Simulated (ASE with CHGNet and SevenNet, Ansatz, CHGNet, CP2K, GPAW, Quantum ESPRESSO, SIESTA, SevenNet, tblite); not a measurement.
## Machine-learned potentials on RbB6H6 (Fm-3) (104 atoms): settings against a plane-wave reference

How do the settings of machine-learned potentials change the result for RbB6H6 (Fm-3) (104 atoms)? A plane-wave run serves as the yardstick.

Main program and level: ASE with CHGNet and SevenNet; the method is named at each step.

## Step 1: Starting point

The cell holds 104 atoms: 8 Rb, 48 B and 48 H. Cell: a = 10.850 Å, b = 10.850 Å, c = 10.850 Å, α = 90.0°, β = 90.0°, γ = 90.0°. It derives from RbB6H6 (Fm-3), repeated 1×1×1. RbB6H6, space group Fm-3, structure from the Crystallography Open Database, 1 x 1 x 1 conventional cells; every coordinate displaced by a Gaussian of 0.02 Å; bonds to H set to neutron lengths (C-H 1.089, N-H 1.015, O-H 0.983, B-H 1.19 Å) where the listed ones are shorter. Then every atom was moved at random, 0.05 Å r.m.s. a Cartesian component (hydrogen 0.6 of that).

The yardstick, on the same geometry:

| Item | Value |
| --- | --- |
| method | Kohn-Sham DFT, PBE, SSSP efficiency 1.3.0 pseudopotentials, plane waves (Quantum ESPRESSO 7.5); sssp-pbe-1.3.0-efficiency, cutoffs 45/360 Ry, Γ point |
| r.m.s. force component | 1.632 eV/Å |
| longest force | 8.548 eV/Å |
| pressure | 3.51 GPa |
| gap (highest filled to lowest empty level) | 4.06 eV |
| time | 2.5 min on 2 MPI ranks of Arm Neoverse V1, shared host |
| CPU time | 5 min |

## Step 2: CHGNet r2SCAN potential

Method: machine-learned interatomic potential CHGNet r2SCAN, trained on r2SCAN plane-wave data.

run.py reads:

```python
import numpy as np
from ase.io import read
import mlip  # loads the published weights by name

atoms = read("structure.xyz")
atoms.calc = mlip.calc("chgnet-r2scan")
energy = atoms.get_potential_energy()
forces = atoms.get_forces()
print(f"energy {energy:.6f} eV")
print("forces (eV/A)")
for i, (a, f) in enumerate(zip(atoms, forces)):
    print(f"{i:4d} {a.symbol:2s} {f[0]:10.5f} {f[1]:10.5f} {f[2]:10.5f}")
stress = -atoms.get_stress(voigt=False) * 160.21766
print("stress (GPa, compression positive)")
for row in stress:
    print(" ".join(f"{x:10.4f}" for x in row))
```

structure.xyz reads:

```xyz
104
Lattice="10.85000 0.00000 0.00000 0.00000 10.85000 0.00000 0.00000 0.00000 10.85000" Properties=species:S:1:pos:R:3 pbc="T T T"
Rb 2.72834 2.62657 8.24133
Rb 8.13251 8.08770 8.10788
Rb 8.20520 2.74483 2.75123
Rb 2.64675 8.20737 2.74863
Rb 8.17048 8.18806 2.65304
Rb 2.81557 2.73377 2.74255
Rb 2.63156 8.25370 8.18774
Rb 8.10647 2.74820 8.16734
B 10.82157 4.61733 6.78168
B 10.83915 6.18971 6.98143
B 0.00293 4.63946 4.01049
B 10.82776 6.30624 4.00181
B 6.85904 0.01790 4.57512
B 6.85416 10.76667 6.21803
B 3.94376 10.79325 4.56362
B 3.97012 0.05751 6.30276
B 4.73331 6.94150 0.01389
B 6.20967 6.87868 0.03863
B 4.72745 4.03663 10.83611
B 6.18884 4.05258 10.77882
B 0.00488 10.05350 1.41885
B 0.03136 0.89632 1.39813
B 10.82591 10.01965 9.38905
B 10.84816 0.91834 9.44351
B 6.90461 5.42033 10.03853
B 6.88877 5.49238 0.77740
B 3.99096 5.43227 10.11535
B 3.95504 5.36760 0.83979
B 4.60279 1.39130 5.40254
B 6.21477 1.45564 5.42120
B 4.59942 9.50254 5.38540
B 6.15401 9.39664 5.42066
B 5.44214 4.61158 1.42048
B 5.49835 6.27521 1.42602
B 5.43184 4.65009 9.39480
B 5.58840 6.31578 9.36518
B 1.43556 0.03353 10.01064
B 1.35397 10.76613 0.80474
B 9.40424 10.80671 10.01639
B 9.37299 10.82396 0.86583
B 10.04688 6.93684 5.44008
B 0.76612 6.83843 5.46146
B 10.07705 4.03512 5.45137
B 0.88710 3.87182 5.49791
B 5.39158 9.95748 6.92740
B 5.36522 0.86149 6.86881
B 5.38160 10.11318 3.98792
B 5.45343 0.80832 4.04824
B 1.53343 5.45343 4.70966
B 1.52963 5.51082 6.16627
B 9.45241 5.43965 4.57881
B 9.34152 5.44627 6.19123
B 9.97332 1.47083 0.00228
B 0.88200 1.40844 10.81539
B 9.99524 9.36832 10.84468
B 0.81592 9.37950 0.01769
[... 44 atom lines left out ...]
H 9.74872 2.61420 0.01378
H 1.16920 2.64208 0.00976
H 9.71476 8.23645 10.83394
H 1.12135 8.22311 10.81300
```

Started as:

```bash
$ OMP_NUM_THREADS=1 python run.py > output.txt
```

The program printed:

```text
CHGNet vr2scan initialized with 412,525 parameters
CHGNet will run on cpu
energy -660.474854 eV
forces (eV/A)
   0 Rb    0.00237    0.05544   -0.03834
   1 Rb   -0.00106    0.05212   -0.00476
   2 Rb   -0.01876   -0.01269   -0.01835
   3 Rb    0.04026   -0.00997   -0.01597
   4 Rb   -0.01884   -0.02237    0.02800
   5 Rb   -0.03475   -0.04036   -0.01783
   6 Rb    0.04961   -0.04843   -0.03259
   7 Rb    0.01366   -0.05117   -0.01588
   8 B     0.63899   -1.05648    2.27771
   9 B    -0.05050    0.41165   -2.79496
  10 B     0.63193   -1.40228   -2.01055
  11 B     0.47890    0.23151   -1.41441
  12 B     1.00405   -0.24304   -0.33485
  13 B     0.89786    0.50210    1.31017
  14 B    -1.32877    0.82065   -0.25201
  15 B    -1.60216   -0.44999    0.69644
  16 B    -3.76784    1.59623   -0.33699
  17 B     3.59972    2.44280   -0.58395
  18 B    -4.70871   -3.56407    0.21389
  19 B     4.25403   -3.33330    0.70079
  20 B    -0.53281   -1.41073    2.12284
  21 B    -0.56548    0.08578    0.87067
  22 B    -0.01879   -0.03256    0.41174
  23 B    -0.20578    0.05219   -2.06885
[...]
96 H     0.30605    0.04727   -0.43913
  97 H    -0.31255    0.12754    0.26438
  98 H     0.09070   -0.00642   -0.54900
  99 H     0.26184   -0.01347    0.14952
 100 H    -0.64331    0.66952    0.01683
 101 H     0.07750   -1.42055   -0.04129
 102 H    -0.53703   -0.62339    0.00689
 103 H     0.36944    0.03464    0.06907
stress (GPa, compression positive)
    1.9711    -0.4319    -0.0956
   -0.4319     0.5924     0.2512
   -0.0956     0.2512     1.7131
```

Elapsed: 8.5 s, on 1 thread of Arm Neoverse V1, shared host; peak memory 2.1 GiB.

Banners, paths, timers and routine set-up lines are dropped from the logs unmarked, and long logs keep their key lines alone; longer cuts are marked.

Against the reference:

```yaml
r_m_s_force_component: 1.131 eV/Å
r_m_s_difference_of_force_components: 724.9 meV/Å
longest_difference_of_force_vectors: 4120 meV/Å
force_difference_over_r_m_s_force: 44.41 %
slope_of_forces_against_the_reference_s: 0.6413
correlation_of_force_components: 0.9258
pressure: 1.425 GPa
pressure_difference: -2.085 GPa
```

Length of the force difference by element (eV/Å):

| element | atoms | mean | most |
| --- | --- | --- | --- |
| B | 48 | 1.4 | 4.1 |
| H | 48 | 0.70 | 0.87 |
| Rb | 8 | 0.071 | 0.12 |

Local excerpt of 9 atoms (numbers count through the whole input) about H99, picked at random; x, y, z are measured from there.

```
atom      x      y      z  distance (Å)  bonds     Fx     Fy  Fz (eV/Å)
 H99   0.00   0.00   0.00          0.00      1   0.09  -0.01      -0.55
 B51   1.18   0.00   0.24          1.20      8  -0.76   0.34      -0.59
 B52   1.07   0.01   1.85          2.14      8  -0.10   0.28       1.34
H100  -0.07   0.01   2.26          2.26      1   0.26  -0.01       0.15
 B43   1.80  -1.41   1.11          2.54      8  -1.65  -2.75      -0.42
 B41   1.77   1.50   1.10          2.57      8  -1.18  -0.51       0.16
 B12   2.55   0.87  -0.34          2.72      8   0.48   0.23      -1.41
 B11   2.58  -0.80  -0.33          2.72      8   0.63  -1.40      -2.01
 H89   1.40   2.60   1.01          3.12      1  -0.45   0.51       0.09
```

Atoms are counted from 1 here, from 0 in the log.

Forces lie 44 % from the reference's, at 0.018 times its CPU time (on 1 against 2 cores).

## Step 3: SevenNet l3i5 potential

Method: machine-learned interatomic potential SevenNet l3i5, trained on PBE(+U) plane-wave data.

Changes to run.py since step 2:

```diff
@@ -5,3 +5,3 @@
 atoms = read("structure.xyz")
-atoms.calc = mlip.calc("chgnet-r2scan")
+atoms.calc = mlip.calc("7net-l3i5")
 energy = atoms.get_potential_energy()
```

structure.xyz is that of step 2.

The program printed:

```text
energy -512.677673 eV
forces (eV/A)
   0 Rb   -0.00277    0.09882   -0.03014
   1 Rb    0.00767    0.07685   -0.03091
   2 Rb   -0.03213   -0.00813   -0.02227
   3 Rb    0.05323   -0.02745   -0.00733
   4 Rb   -0.02060   -0.04229    0.06760
   5 Rb   -0.05221   -0.02156   -0.03873
   6 Rb    0.06378   -0.06702   -0.05570
   7 Rb    0.00557   -0.06872   -0.02293
   8 B     1.08144   -1.90631    3.37981
   9 B     0.04381    1.50018   -4.20556
  10 B     1.07494   -1.95360   -1.83239
  11 B     0.86353    0.00574   -0.99095
  12 B     0.40247   -0.40250   -0.09217
  13 B     0.61329    0.88076    2.03832
  14 B    -0.82619    1.73020    0.37202
  15 B    -1.46722   -1.01053    0.23121
  16 B    -6.80688    0.79395   -0.64338
  17 B     6.62703    2.43273   -1.28508
  18 B    -7.51966   -3.34142    0.34788
  19 B     6.71636   -3.08046    1.38029
  20 B    -1.14486   -1.94166    2.15902
  21 B    -0.89115   -0.21490    0.90086
  22 B     0.31901    0.13694    0.69126
  23 B    -0.31279   -0.61076   -2.27197
[...]
96 H     0.16117    0.19070   -0.86824
  97 H    -0.41460    0.33190    0.85576
  98 H     0.09069   -0.09357   -1.39242
  99 H     0.38232   -0.16578    0.72744
 100 H    -1.55415    0.76842    0.00690
 101 H     0.93157   -1.28299   -0.05051
 102 H    -1.38114   -0.70404    0.05928
 103 H     1.15372    0.06744    0.15493
stress (GPa, compression positive)
    4.1136    -0.3992     0.2729
   -0.3992     1.9986     0.3648
    0.2729     0.3648     4.1718
```

It took 19 s on 1 thread; peak memory 1.7 GiB.

Against the reference:

| Quantity | Value |
| --- | --- |
| r.m.s. force component | 1.602 eV/Å |
| r.m.s. difference of force components | 151 meV/Å |
| longest difference of force vectors | 699.8 meV/Å |
| force difference over r.m.s. force | 9.247 % |
| slope of forces against the reference's | 0.9775 |
| correlation of force components | 0.9958 |
| pressure | 3.428 GPa |
| pressure difference | -0.0823 GPa |

Against the first run (44 %), the force difference from the reference is 9.2 %, at 2.4 times the CPU time.

The difference per atom is largest on B (0.34 eV/Å on average, against 0.076 on H).

## Step 4: CHGNet 0.3.0 potential

Method: machine-learned interatomic potential CHGNet 0.3.0, trained on PBE(+U) plane-wave data.

Changes to run.py since step 3:

```diff
@@ -5,3 +5,3 @@
 atoms = read("structure.xyz")
-atoms.calc = mlip.calc("7net-l3i5")
+atoms.calc = mlip.calc("chgnet-0.3.0")
 energy = atoms.get_potential_energy()
```

structure.xyz is that of step 3.

The program printed:

```text
CHGNet v0.3.0 initialized with 412,525 parameters
CHGNet will run on cpu
energy -518.812073 eV
forces (eV/A)
   0 Rb    0.00356    0.08721   -0.04502
   1 Rb   -0.00490    0.06510    0.00236
   2 Rb   -0.04303   -0.01902   -0.03075
   3 Rb    0.05208   -0.02521   -0.02744
   4 Rb   -0.02150   -0.02611    0.04408
   5 Rb   -0.05047   -0.04914   -0.03196
   6 Rb    0.08022   -0.07456   -0.04586
   7 Rb    0.01936   -0.06111   -0.02612
   8 B     0.82263   -1.70791    2.38384
   9 B    -0.03266    0.98124   -3.39095
  10 B     0.64872   -1.72609   -1.66235
  11 B     0.50387    0.40032   -1.06919
  12 B     0.75616   -0.27496   -0.58744
  13 B     0.61971    0.44789    1.65370
  14 B    -1.16008    1.09955   -0.23761
  15 B    -1.37268   -0.60145    0.59173
  16 B    -5.24521    1.28552   -0.35237
  17 B     5.13334    2.13888   -0.76825
  18 B    -6.28239   -3.35447    0.19220
  19 B     5.61668   -3.06316    0.84394
  20 B    -0.79761   -1.66774    1.89217
  21 B    -0.59330    0.14536    0.82827
  22 B     0.03094   -0.10433    0.53858
  23 B    -0.21889   -0.14161   -1.92025
[...]
96 H     0.43267    0.06570   -0.83324
  97 H    -0.08787    0.14168    0.64414
  98 H    -0.03260    0.00667   -0.78239
  99 H     0.12652   -0.03155    0.39253
 100 H    -0.97654    0.84329    0.00071
 101 H     0.39857   -1.12746   -0.03615
 102 H    -0.85561   -0.81359    0.00151
 103 H     0.64823   -0.06405    0.06276
stress (GPa, compression positive)
    4.3639    -0.4101    -0.0454
   -0.4101     2.5722     0.3237
   -0.0454     0.3237     4.1712
```

Run time: 4.6 s. Hardware: 1 thread; peak memory 2.1 GiB.

Numbers from this run, and their distance from the reference:

- r.m.s. force component: 1.313 eV/Å
- r.m.s. difference of force components: 419.3 meV/Å
- longest difference of force vectors: 2280 meV/Å
- force difference over r.m.s. force: 25.68 %
- slope of forces against the reference's: 0.7904
- correlation of force components: 0.9828
- pressure: 3.702 GPa
- pressure difference: 0.1921 GPa

Against the first run (44 %), the force difference from the reference is 26 %, at 0.84 times the CPU time.

## Step 5: The ladder

Differences are against the plane-wave reference, forces as r.m.s. over components; share is that over the reference's r.m.s. force, slope the least-squares factor from reference forces to these. Total energies of different programs have different zeros and aren't compared.

```csv
run,"Δ force, r.m.s. (meV/Å)",share (%),slope,Δ pressure (GPa),cores,CPU time,memory (GiB)
reference,-,-,-,-,2,5 min,2.0
CHGNet r2SCAN potential,725,44.4,0.641,-2.08,1,5.5 s,2.1
SevenNet l3i5 potential,151,9.25,0.978,-0.0823,1,13 s,1.7
CHGNet 0.3.0 potential,419,25.7,0.790,0.192,1,4.6 s,2.1
```

Times of the machine-learned potentials are mostly Python's start and the loading of weights.

CPU time is summed over cores on a shared host, where runs went side by side, so it is rough. Symmetry, cutoffs, thresholds, outputs and thread counts weren't matched or tuned between programs; memory under MPI is the largest rank's times the ranks.

A second geometry, displaced anew (every atom was moved at random, 0.08 Å r.m.s. a Cartesian component (hydrogen 0.6 of that)), gives an energy difference that all programs can be tested on. The reference puts it at 96.87 meV/atom.

| run | energy less the first geometry's (meV/atom) | error (meV/atom) | force share at the second geometry (%) |
| --- | --- | --- | --- |
| CHGNet r2SCAN potential | 57.57 | -39.3 | 40.4 |
| SevenNet l3i5 potential | 99.88 | 3.01 | 9.61 |
| CHGNet 0.3.0 potential | 72.04 | -24.8 | 22.5 |

## Step 6: Outcome

| Quantity | Value |
| --- | --- |
| nearest in forces | SevenNet l3i5 potential, 9.2 % |
| its CPU time | 13 s |

Machine-learned potentials differ by 9.2 % (SevenNet l3i5 potential) to 44 % (CHGNet r2SCAN potential); they were trained on other programs' data, some at another functional. Among those trained on PBE data the slope goes as low as 0.79, which softening far from their training structures can give, though the reference's k-sampling is untested too. The energy difference between the two geometries, 96.9 meV/atom in the reference, is met best by SevenNet l3i5 potential (+3.01) and worst by CHGNet r2SCAN potential (-39.3). The reference's pressure holds the uncorrected Pulay stress of its 45 Ry basis, so small pressure differences, and their order, may be the reference's own error. Machine-learned potentials mimic data converged in k, so the reference's own k-point error enters their differences. The published positions, changed by the recipe (random displacements or longer bonds to H), lie far from the minimum at this level of theory. The reference's pressure of 3.5 GPa belongs to a cell and atoms that aren't relaxed at this level. The electronic-structure runs sample only Γ, in a cell whose shortest periodic width is 11 Å.

[Also dropped from logs without a mark: logging warnings of Python, and SIESTA's first energy breakdown and zero terms.]

[Logs are printed without paths, hosts, clocks, repeated set-up lines and the standing remarks that a program may print on its own settings, such as how far it seeks lower states.]

[Hosts, paths, dates, database ids (printed as entryN), source tags and the programs' standing remarks are cut or masked in the printed files.]
